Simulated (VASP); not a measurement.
Runs of VASP 6.6.1 on HfO2. The structure is cubic, space group Fm-3m (No. 225). The conventional cell has a = 5.019 Å, b = 5.019 Å, c = 5.019 Å, α = 90.00°, β = 90.00°, γ = 90.00°. Hf (site symmetry m-3m) is surrounded by 8 O at 2.17 Å. O (site symmetry -43m) is surrounded by 4 Hf at 2.17 Å. Measurements of this composition are mostly on another form, of space group No. 14.

```csv
level,potentials or basis,k mesh,cutoff (eV),smearing,further INCAR settings,gap on the mesh (eV),pressure (GPa)
PBEsol,"VASP PAW PBE potentials, release 64 (Hf_pv, O)",8 × 8 × 8,520,gaussian 0.5 eV,ALGO = Fast; EDIFF = 1e-07,3.75,0.2
r2SCAN,"VASP PAW PBE potentials, release 64 (Hf_pv, O)",8 × 8 × 8,520,gaussian 0.02 eV,ALGO = Normal; EDIFF = 1e-07,4.38,2.5
PBEsol,"VASP PAW PBE potentials, release 64 (Hf_pv, O_h)",8 × 8 × 8,900,gaussian 0.02 eV,ALGO = Fast; EDIFF = 1e-07,3.75,-0.3
PBEsol,"VASP PAW PBE potentials, release 64 (Hf_pv, O)",8 × 8 × 8,700,gaussian 0.02 eV,ALGO = Fast; EDIFF = 1e-07,3.75,(b)
PBEsol,"VASP PAW PBE potentials, release 64 (Hf_pv, O)",12 × 12 × 12,520,gaussian 0.02 eV,ALGO = Fast; EDIFF = 1e-07,3.75,(a)
```

Alike in all rows: task single point; no spin polarisation; cell as given.

Problem. Estimate the missing entries.

Solution. (a) 0.3; (b) 0.0.

Caveats: the PAW data sets were made with another functional, which shifts forces and pressure a little; spin-orbit coupling is left out, which moves the levels of the heavy elements; the cutoff is under 1.25 times the usual one of these potentials, so pressure, stress and relaxed cells hold a basis-set (Pulay) error (some runs).

A k mesh can miss the band edges, and the runs leave out spin-orbit coupling on Hf.
